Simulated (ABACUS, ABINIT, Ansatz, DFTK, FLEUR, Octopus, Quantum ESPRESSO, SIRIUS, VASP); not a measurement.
**One calculation of Ni, 10 ways**

```xyz
1
Lattice="0.0000 1.7376 1.7376 1.7376 0.0000 1.7376 1.7376 1.7376 0.0000" Properties=species:S:1:pos:R:3 pbc="T T T"
Ni    0.0000    0.0000    0.0000
```

Alike in all runs: task single point; functional PBE; k mesh 13 × 13 × 13; occupations fermi-dirac, width 0.05 eV; collinear spin, ferromagnetic start; no spin-orbit coupling. Pressure is positive in compression and, in plane waves, holds the error of the finite cutoff, which Ansatz's Pulay term estimates and takes out.

| program and potentials | plane-wave cutoff (eV) | notes | pressure (GPa) | net moment per atom (μB) |
| --- | --- | --- | --- | --- |
| Ansatz, Ansatz PAW | 420 | 18 valence electrons an atom on average; Pulay term of +0.06 GPa included | 8.09 | 0.63 |
| VASP, PBE PAW files Ni, 520 eV | 520 | 10 valence electrons an atom on average | 7.91 | 0.62 |
| Octopus, pseudodojo_pbe (PseudoDojo 0.5, PBE) | - | 18 valence electrons an atom on average | - | 0.63 |
| SIRIUS, PseudoDojo 0.4.1 PBE standard (scalar relativistic) | 1333 | 18 valence electrons an atom on average | 8.27 | 0.63 |
| ABACUS, PseudoDojo NC SR 0.4.1 PBE standard, plane waves | 1333 | 18 valence electrons an atom on average | 8.26 | 0.63 |
| Quantum ESPRESSO, SSSP 1.3 efficiency PBE | 748 | 18 valence electrons an atom on average | 7.75 | 0.63 |
| FLEUR, all-electron, FLAPW | - | - | - | 0.63 |
| DFTK, PseudoDojo SR PBE 0.4.1 standard (PBE) | 1333 | 18 valence electrons an atom on average | 8.08 | 0.63 |
| Ansatz, all-electron LAPW, scalar-relativistic | - | - | 8.06 | 0.63 |
| ABINIT, JTH PAW PBE v2.0 | 1116 | 18 valence electrons an atom on average | 8.84 | 0.63 |

The pressure spans 7.75 (Quantum ESPRESSO, SSSP 1.3 efficiency PBE) to 8.84 GPa (ABINIT, JTH PAW PBE v2.0), with all-electron results at 8.06. The net moment per atom spans 0.62 (VASP, PBE PAW files Ni, 520 eV) to 0.63 μB (Quantum ESPRESSO, SSSP 1.3 efficiency PBE), with all-electron results at 0.63. The state is the one that the start led to, which needn't be the lowest.

Differences between rows come from potentials, basis sets and numerical settings, since the functional is the same but for its coding. Runs on potential files found faulty are left out.

All the runs describe the same ferromagnetic metal, with a moment of 0.62 to 0.63 μB per atom, and every pressure reported is positive, so this fcc cell is smaller than the one PBE would relax to. The moment is so uniform because nickel is a strong ferromagnet: the majority d band is essentially full, so the moment is fixed mainly by the holes in the minority d band and responds little to details of the potential or to modest compression.

Pressure is a sharper test, since it follows the slope of the energy with volume, and in a metal this stiff even its full spread corresponds to only a slight difference in lattice constant. Freezing the 3s and 3p shells doesn't appear to be the main source of that spread: the run with 10 valence electrons lies close to the all-electron pressure, while both extremes come from sets with 18. A single volume can't show how quickly the moment would fall under stronger compression.
